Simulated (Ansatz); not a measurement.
# Find the missing element

Cell vectors (Å):

```
0.0000 3.2127 3.2127
3.2127 0.0000 3.2127
3.2127 3.2127 0.0000
```

| atom | a | b | c |
| --- | --- | --- | --- |
| X | 0.0000 | 0.0000 | 0.0000 |
| S | 0.5000 | 0.5000 | 0.5000 |

Theory: r²SCAN, PAW on Ansatz 0.2.0's default frozen-core files (fitted under PBE), scalar-relativistic. k mesh 6×6×6, strains of ±0.005, fixed occupations.

Elastic constants of a crystal by Kohn-Sham DFT: slopes of the stress over finite engineering strains of the given cell, Voigt indices, Cartesian axes as in the cell vectors.

| index | elastic (GPa) |
| --- | --- |
| 11 | 98.3 |
| 12 | 17.6 |
| 44 | 19.1 |

Question: All X atoms are one element. Which one was computed?

Answer: Ba; the crystal is BaS (Fm-3m).

Keep in mind: frozen-core PAW files fitted under PBE, their cores solved anew for the functional of the run.
